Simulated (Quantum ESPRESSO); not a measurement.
# FeO (R-3m) in Quantum ESPRESSO: notebook

Runs on FeO. Level: PBEsol. Tasks: phonons.

Program: Quantum ESPRESSO 7.5. These are calculated values, not measurements. Logs are shortened: lines on timing, memory, paths and dates and some standing lists are left out, and cuts for length are marked.

## 1. The crystal as given

It takes space group R-3m (No. 166, trigonal). Conventional cell: a = 3.035 Å, b = 3.035 Å, c = 7.547 Å, α = 90.00°, β = 90.00°, γ = 120.00°. Fe (site symmetry -3m) is surrounded by 6 O at 2.16 Å. O (site symmetry -3m) has 6 Fe at 2.16 Å as nearest neighbours.

## 2. Phonons, PBEsol, collinear spin, ferromagnetic start

pw.in

```
&CONTROL
  calculation = 'scf'
  prefix = 'pwscf'
  outdir = './tmp'
  pseudo_dir = './pseudo'
  tprnfor = .true.
  tstress = .true.
  disk_io = 'low'
/
&SYSTEM
  ibrav = 0
  celldm(1) = 8
  nat = 2
  ntyp = 2
  ecutwfc = 90
  nbnd = 21
  occupations = 'smearing'
  smearing = 'fd'
  degauss = 0.00367493
  nspin = 2
  starting_magnetization(1) = 0.1875
  starting_magnetization(2) = 0
/
&ELECTRONS
  conv_thr = 4d-10
  electron_maxstep = 120
  mixing_beta = 0.3
/
ATOMIC_SPECIES
Fe    55.8450 Fe.upf
O     15.9990 O.upf
CELL_PARAMETERS alat
  0.3585004415180   0.2069803276545   0.5942703427522
 -0.3585004415180   0.2069803276545   0.5942703427522
  0.0000000000000  -0.4139606529469   0.5942703427522
ATOMIC_POSITIONS crystal
Fe     0.0000000000    0.0000000000    0.0000000000
O      0.5000000000    0.5000000000    0.5000000000
K_POINTS automatic
8 8 8 1 1 1
```

scf2.in

```
&CONTROL
  calculation = 'scf'
  prefix = 'pwscf'
  outdir = './tmp'
  pseudo_dir = './pseudo'
  tprnfor = .true.
  tstress = .true.
  disk_io = 'low'
/
&SYSTEM
  ibrav = 0
  celldm(1) = 8
  nat = 2
  ntyp = 2
  ecutwfc = 90
  nbnd = 21
  occupations = 'smearing'
  smearing = 'fd'
  degauss = 0.00367493
  nspin = 2
  starting_magnetization(1) = 0.1875
  starting_magnetization(2) = 0
/
&ELECTRONS
  conv_thr = 1d-13
  electron_maxstep = 120
  mixing_beta = 0.3
  startingpot = 'file'
  startingwfc = 'file'
/
ATOMIC_SPECIES
Fe    55.8450 Fe.upf
O     15.9990 O.upf
CELL_PARAMETERS alat
  0.3585004415180   0.2069803276545   0.5942703427522
 -0.3585004415180   0.2069803276545   0.5942703427522
  0.0000000000000  -0.4139606529469   0.5942703427522
ATOMIC_POSITIONS crystal
Fe     0.0000000000    0.0000000000    0.0000000000
O      0.5000000000    0.5000000000    0.5000000000
K_POINTS automatic
8 8 8 1 1 1
```

ph.in

```
phonons of FeO
&INPUTPH
  prefix = 'pwscf'
  outdir = './tmp'
  tr2_ph = 1d-18
  fildyn = 'dyn'
  niter_ph = 90
  alpha_mix(1) = 0.4
/
0.0000000000 0.0000000000 0.0000000000
```

dynmat.in

```
&INPUT
  fildyn = 'dyn'
  asr = 'crystal'
  filout = 'dynmat.disp'
  fileig = 'dynmat.eig'
/
```

Potentials or basis: PseudoDojo 0.4.1 SR PBEsol standard.

On the command line:

```sh
OMP_NUM_THREADS=1 pw.x -in pw.in > pw.out
OMP_NUM_THREADS=1 pw.x -in scf2.in > scf2.out
OMP_NUM_THREADS=1 ph.x -in ph.in > ph.out
OMP_NUM_THREADS=1 dynmat.x -in dynmat.in > dynmat.out
```

pw.out:

```text
This program is part of the open-source Quantum ESPRESSO suite
     for quantum simulation of materials; please cite
[... 9 lines left out ...]
     --------------------
     sticks:   dense  smooth     PW     G-vecs:    dense   smooth      PW
     Sum         831     831    253                15653    15653    2735

     Using Slab Decomposition

     bravais-lattice index     =            0
     lattice parameter (alat)  =       8.0000  a.u.
     unit-cell volume          =     135.4640 (a.u.)^3
     number of atoms/cell      =            2
     number of atomic types    =            2
     number of electrons       =        22.00
     number of Kohn-Sham states=           21
     kinetic-energy cutoff     =      90.0000  Ry
     charge density cutoff     =     360.0000  Ry
     scf convergence threshold =      4.0E-10
     mixing beta               =       0.3000
     number of iterations used =            8  plain     mixing
     Exchange-correlation= PBESOL
                           (   1   4  10   8   0   0   0)

     celldm(1)=   8.000000  celldm(2)=   0.000000  celldm(3)=   0.000000
     celldm(4)=   0.000000  celldm(5)=   0.000000  celldm(6)=   0.000000

     crystal axes: (cart. coord. in units of alat)
               a(1) = (   0.358500   0.206980   0.594270 )
               a(2) = (  -0.358500   0.206980   0.594270 )
               a(3) = (   0.000000  -0.413961   0.594270 )

     reciprocal axes: (cart. coord. in units 2 pi/alat)
               b(1) = (  1.394698  0.805230  0.560912 )
               b(2) = ( -1.394698  0.805230  0.560912 )
               b(3) = (  0.000000 -1.610459  0.560912 )

     PseudoPot. # 1 for Fe read from file:
     Fe.upf
     Pseudo is Norm-conserving + core correction, Zval = 16.0
     Generated using ONCVPSP code by D. R. Hamann
     Using radial grid of 1426 points,  6 beta functions with:
                l(1) =   0
                l(2) =   0
                l(3) =   1
                l(4) =   1
                l(5) =   2
                l(6) =   2

     PseudoPot. # 2 for O  read from file:
     O.upf
     Pseudo is Norm-conserving + core correction, Zval =  6.0
     Generated using ONCVPSP code by D. R. Hamann
     Using radial grid of  936 points,  5 beta functions with:
                l(1) =   0
                l(2) =   0
                l(3) =   1
                l(4) =   1
                l(5) =   2

     atomic species   valence    mass     pseudopotential
     Fe               16.00    55.84500     Fe( 1.00)
     O                 6.00    15.99900     O ( 1.00)

     Starting magnetic structure
     atomic species   magnetization
     Fe              0.188
     O               0.000

     12 Sym. Ops., with inversion, found

   Cartesian axes

     site n.     atom                  positions (alat units)
         1        Fe     tau(   1) = (   0.0000000   0.0000000   0.0000000  )
         2        O      tau(   2) = (   0.0000000   0.0000000   0.8914055  )

     number of k points=    60  Fermi-Dirac smearing, width (Ry)=  0.0037
                       cart. coord. in units 2pi/alat
        k(    1) = (   0.0000000   0.0000000   0.1051710), wk =   0.0039062
        k(    2) = (   0.0000000  -0.2013074   0.1752850), wk =   0.0117188
        k(    3) = (   0.0000000  -0.4026148   0.2453990), wk =   0.0117188
        k(    4) = (   0.0000000  -0.6039221   0.3155130), wk =   0.0117188
        k(    5) = (  -0.0000000   0.8052295  -0.1752850), wk =   0.0117188
        k(    6) = (  -0.0000000   0.6039221  -0.1051710), wk =   0.0117188
[... 52 lines left out ...]
        k(   59) = (  -0.0000000  -0.0000000   0.7361969), wk =   0.0039062
        k(   60) = (  -0.0000000   1.4091516   0.2453990), wk =   0.0117188

     Dense  grid:    15653 G-vectors     FFT dimensions: (  36,  36,  36)

     Generating pointlists ...
     new r_m :   0.2102 (alat units)  1.6816 (a.u.) for type    1
     new r_m :   0.2102 (alat units)  1.6816 (a.u.) for type    2

     Initial potential from superposition of free atoms

     starting charge      21.9996, renormalised to      22.0000
     Starting wfcs are   14 randomized atomic wfcs +    7 random wfcs

     Self-consistent Calculation

     iteration #  1     ecut=    90.00 Ry     beta= 0.30
     Davidson diagonalization with overlap
     ethr =  1.00E-02,  avg # of iterations =  5.8

     total energy              =    -283.31899056 Ry
     estimated scf accuracy    <       0.26033097 Ry

     total magnetization       =     4.00 Bohr mag/cell
     absolute magnetization    =     4.00 Bohr mag/cell

     iteration #  2     ecut=    90.00 Ry     beta= 0.30
     Davidson diagonalization with overlap
     ethr =  1.18E-03,  avg # of iterations =  1.5

     total energy              =    -283.35852680 Ry
     estimated scf accuracy    <       0.03826044 Ry

     total magnetization       =     3.75 Bohr mag/cell
     absolute magnetization    =     3.75 Bohr mag/cell

     iteration #  3     ecut=    90.00 Ry     beta= 0.30
     Davidson diagonalization with overlap
     ethr =  1.74E-04,  avg # of iterations =  2.9

     total energy              =    -283.37094859 Ry
     estimated scf accuracy    <       0.02044718 Ry

     total magnetization       =     3.99 Bohr mag/cell
     absolute magnetization    =     3.99 Bohr mag/cell

     iteration #  4     ecut=    90.00 Ry     beta= 0.30
     Davidson diagonalization with overlap
     ethr =  9.29E-05,  avg # of iterations =  1.1

     total energy              =    -283.37529828 Ry
     estimated scf accuracy    <       0.00392723 Ry

     total magnetization       =     4.00 Bohr mag/cell
     absolute magnetization    =     4.00 Bohr mag/cell

     iteration #  5     ecut=    90.00 Ry     beta= 0.30
     Davidson diagonalization with overlap
     ethr =  1.79E-05,  avg # of iterations =  2.6

     total energy              =    -283.37577239 Ry
     estimated scf accuracy    <       0.00007331 Ry

     total magnetization       =     4.00 Bohr mag/cell
     absolute magnetization    =     4.01 Bohr mag/cell

     iteration #  6     ecut=    90.00 Ry     beta= 0.30
     Davidson diagonalization with overlap
     ethr =  3.33E-07,  avg # of iterations =  3.2

     total energy              =    -283.37581029 Ry
     estimated scf accuracy    <       0.00001459 Ry

     total magnetization       =     4.00 Bohr mag/cell
     absolute magnetization    =     4.01 Bohr mag/cell

     iteration #  7     ecut=    90.00 Ry     beta= 0.30
     Davidson diagonalization with overlap
     ethr =  6.63E-08,  avg # of iterations =  2.0

     total energy              =    -283.37581807 Ry
     estimated scf accuracy    <       0.00000903 Ry

     total magnetization       =     4.00 Bohr mag/cell
     absolute magnetization    =     4.01 Bohr mag/cell

     iteration #  8     ecut=    90.00 Ry     beta= 0.30
     Davidson diagonalization with overlap
     ethr =  4.11E-08,  avg # of iterations =  1.4

     total energy              =    -283.37582018 Ry
     estimated scf accuracy    <       0.00000053 Ry

     total magnetization       =     4.00 Bohr mag/cell
     absolute magnetization    =     4.01 Bohr mag/cell

     iteration #  9     ecut=    90.00 Ry     beta= 0.30
     Davidson diagonalization with overlap
     ethr =  2.40E-09,  avg # of iterations =  2.0

     total energy              =    -283.37582048 Ry
     estimated scf accuracy    <       0.00000020 Ry

     total magnetization       =     4.00 Bohr mag/cell
     absolute magnetization    =     4.01 Bohr mag/cell

     iteration # 10     ecut=    90.00 Ry     beta= 0.30
     Davidson diagonalization with overlap
     ethr =  9.03E-10,  avg # of iterations =  1.8

     total energy              =    -283.37582053 Ry
     estimated scf accuracy    <          3.2E-09 Ry

     total magnetization       =     4.00 Bohr mag/cell
     absolute magnetization    =     4.01 Bohr mag/cell

     iteration # 11     ecut=    90.00 Ry     beta= 0.30
     Davidson diagonalization with overlap
     ethr =  1.45E-11,  avg # of iterations =  2.0

     total energy              =    -283.37582054 Ry
     estimated scf accuracy    <          7.9E-10 Ry

     total magnetization       =     4.00 Bohr mag/cell
     absolute magnetization    =     4.01 Bohr mag/cell

     iteration # 12     ecut=    90.00 Ry     beta= 0.30
     Davidson diagonalization with overlap
     ethr =  3.60E-12,  avg # of iterations =  1.8

     Magnetic moment per site  (integrated on atomic sphere of radius R)
     atom   1 (R=0.210)  charge= 13.5401  magn=  3.4579
     atom   2 (R=0.210)  charge=  5.8202  magn=  0.3228

     End of self-consistent calculation

     Number of k-points >= 100: set verbosity='high' to print the bands.

     the Fermi energy is    14.5018 ev

!    total energy              =    -283.37582054 Ry
     estimated scf accuracy    <          8.2E-11 Ry
     smearing contrib. (-TS)   =      -0.00068121 Ry
     internal energy E=F+TS    =    -283.37513933 Ry

     The total energy is F=E-TS. E is the sum of the following terms:
     one-electron contribution =    -124.95364122 Ry
     hartree contribution      =      75.00637898 Ry
     xc contribution           =     -43.54757820 Ry
     ewald contribution        =    -189.88029888 Ry

     total magnetization       =     4.00 Bohr mag/cell
     absolute magnetization    =     4.01 Bohr mag/cell

     convergence has been achieved in  12 iterations

     Forces acting on atoms (cartesian axes, Ry/au):

     atom    1 type  1   force =     0.00000000    0.00000000    0.00000000
     atom    2 type  2   force =     0.00000000    0.00000000    0.00000000

     Total force =     0.000000     Total SCF correction =     0.000000

     Computing stress (Cartesian axis) and pressure

          total   stress  (Ry/bohr**3)                   (kbar)     P=      -96.34
  -0.00063980   0.00000000   0.00000000          -94.12        0.00        0.00
  -0.00000000  -0.00063980   0.00000000           -0.00      -94.12        0.00
   0.00000000   0.00000000  -0.00068507            0.00        0.00     -100.78

=------------------------------------------------------------------------------=
   JOB DONE.
=------------------------------------------------------------------------------=
```

It took 11 min on 1 thread of Intel Xeon 6975P-C (Granite Rapids), shared host; peak memory 0.13 GiB.

What came out:

| Quantity | Value |
| --- | --- |
| Free energy | -3855.5245 eV |
| Pressure | -9.6 GPa |
| Band gap on the k mesh | none (metal or under the smearing width) |
| Net moment | 4.00 μB per cell |
| Absolute moment | 4.01 μB per cell |
| Site moments | Fe +3.46; O +0.32 μB |
| Valence electrons inside the program's atomic spheres | Fe 13.54; O 5.82 |
| Highest phonon frequency at Γ | 230 cm⁻¹ |
| Most unstable mode | 28i cm⁻¹ |

Stress tensor (GPa, compression positive):
```
 -9.41   0.00   0.00
  0.00  -9.41   0.00
  0.00   0.00 -10.08
```

Levels at points of the mesh, in eV from the Fermi level:
Spin up:
```
           k point  band 10  band 11  band 12  band 13  band 14  band 15  band 16  band 17
(0.06, 0.06, 0.06)    -3.97    -3.76    -3.30    -3.30     0.19    14.15    16.73    16.73
```
Spin down:
| k point | band 5 | band 6 | band 7 | band 8 | band 9 | band 10 | band 11 | band 12 | band 13 | band 14 |
| --- | --- | --- | --- | --- | --- | --- | --- | --- | --- | --- |
| (0.06, 0.06, 0.06) | -20.15 | -3.77 | -3.45 | -3.45 | -0.71 | -0.66 | -0.66 | 0.29 | 0.29 | 0.93 |

Phonon frequencies in cm⁻¹ (negative: imaginary):
```
              q point              frequencies
(0.000, 0.000, 0.000)  -28 -28 -28 214 214 230
```

Optical modes at Γ, degenerate ones joined:
| cm⁻¹ | components | symmetry | active in |
| --- | --- | --- | --- |
| 216 | 2 | Eu | IR |
| 231 | 1 | A2u | IR |

Caveat: the k mesh is coarse; the mesh is thin for the phonons of a metal; the cell is more than 3 GPa from zero pressure, which shifts response properties; before the sum rule the acoustic modes lie tens of cm⁻¹ from zero, a sign that the density grid also shifts the optical modes; a cell with one magnetic atom can't hold antiferromagnetic order, which such compounds often take; semilocal functionals often make such compounds metallic where correlation or magnetic order opens a gap, which also shifts bond lengths. With open d or f shells a metallic result of PBEsol can be an artefact of self-interaction; +U or a hybrid may open a gap.

## 3. Phonons, PBEsol, collinear spin, ferromagnetic start

Changes to pw.in since step 2:

```diff
@@ -39,2 +39,2 @@
 K_POINTS automatic
-8 8 8 1 1 1
+10 10 10 1 1 1
```

Changes to scf2.in since step 2:

```diff
@@ -41,2 +41,2 @@
 K_POINTS automatic
-8 8 8 1 1 1
+10 10 10 1 1 1
```

ph.in is that of step 2.

dynmat.in is that of step 2.

Potentials or basis: PseudoDojo 0.4.1 SR PBEsol standard.

On the command line:

```sh
OMP_NUM_THREADS=1 pw.x -in pw.in > pw.out
OMP_NUM_THREADS=1 pw.x -in scf2.in > scf2.out
OMP_NUM_THREADS=1 ph.x -in ph.in > ph.out
OMP_NUM_THREADS=1 dynmat.x -in dynmat.in > dynmat.out
```

pw.out:

```text
This program is part of the open-source Quantum ESPRESSO suite
     for quantum simulation of materials; please cite
[... 9 lines left out ...]
     --------------------
     sticks:   dense  smooth     PW     G-vecs:    dense   smooth      PW
     Sum         831     831    253                15653    15653    2735

     Using Slab Decomposition

     bravais-lattice index     =            0
     lattice parameter (alat)  =       8.0000  a.u.
     unit-cell volume          =     135.4640 (a.u.)^3
     number of atoms/cell      =            2
     number of atomic types    =            2
     number of electrons       =        22.00
     number of Kohn-Sham states=           21
     kinetic-energy cutoff     =      90.0000  Ry
     charge density cutoff     =     360.0000  Ry
     scf convergence threshold =      4.0E-10
     mixing beta               =       0.3000
     number of iterations used =            8  plain     mixing
     Exchange-correlation= PBESOL
                           (   1   4  10   8   0   0   0)

     celldm(1)=   8.000000  celldm(2)=   0.000000  celldm(3)=   0.000000
[... 186 lines left out ...]

     End of self-consistent calculation

     Number of k-points >= 100: set verbosity='high' to print the bands.

     the Fermi energy is    14.4973 ev

!    total energy              =    -283.37576300 Ry
     estimated scf accuracy    <          3.2E-11 Ry
     smearing contrib. (-TS)   =      -0.00073607 Ry
     internal energy E=F+TS    =    -283.37502693 Ry

     The total energy is F=E-TS. E is the sum of the following terms:
     one-electron contribution =    -124.95258640 Ry
     hartree contribution      =      75.00539933 Ry
     xc contribution           =     -43.54754098 Ry
     ewald contribution        =    -189.88029888 Ry

     total magnetization       =     4.00 Bohr mag/cell
     absolute magnetization    =     4.01 Bohr mag/cell

     convergence has been achieved in  12 iterations

     Forces acting on atoms (cartesian axes, Ry/au):

     atom    1 type  1   force =     0.00000000    0.00000000    0.00000000
     atom    2 type  2   force =     0.00000000    0.00000000    0.00000000

     Total force =     0.000000     Total SCF correction =     0.000000

     Computing stress (Cartesian axis) and pressure

          total   stress  (Ry/bohr**3)                   (kbar)     P=      -96.05
  -0.00063299   0.00000000  -0.00000000          -93.12        0.00       -0.00
  -0.00000000  -0.00063299   0.00000000           -0.00      -93.12        0.00
   0.00000000   0.00000000  -0.00069284            0.00        0.00     -101.92

=------------------------------------------------------------------------------=
   JOB DONE.
=------------------------------------------------------------------------------=
```

Run time: 21 min. Hardware: 1 thread of Intel Xeon 6975P-C (Granite Rapids), shared host; peak memory 0.19 GiB.

Results:

| Property | Result |
| --- | --- |
| Free energy | -3855.5237 eV |
| Pressure | -9.6 GPa |
| Band gap on the k mesh | none (metal or under the smearing width) |
| Net moment | 4.00 μB per cell |
| Absolute moment | 4.01 μB per cell |
| Site moments | Fe +3.46; O +0.32 μB |
| Valence electrons inside the program's atomic spheres | Fe 13.54; O 5.82 |
| Highest phonon frequency at Γ | 226 cm⁻¹ |
| Most unstable mode | 28i cm⁻¹ |

Phonon frequencies in cm⁻¹ (negative: imaginary):
```tsv
q point	frequencies
(0.000, 0.000, 0.000)	-28 -28 -28 218 218 226
```

Optical modes at Γ, degenerate ones joined:
```csv
cm⁻¹,components,symmetry,active in
220,2,Eu,IR
227,1,A2u,IR
```

Caveat: the cell is more than 3 GPa from zero pressure, which shifts response properties; before the sum rule the acoustic modes lie tens of cm⁻¹ from zero, a sign that the density grid also shifts the optical modes; a cell with one magnetic atom can't hold antiferromagnetic order, which such compounds often take; semilocal functionals often make such compounds metallic where correlation or magnetic order opens a gap, which also shifts bond lengths.
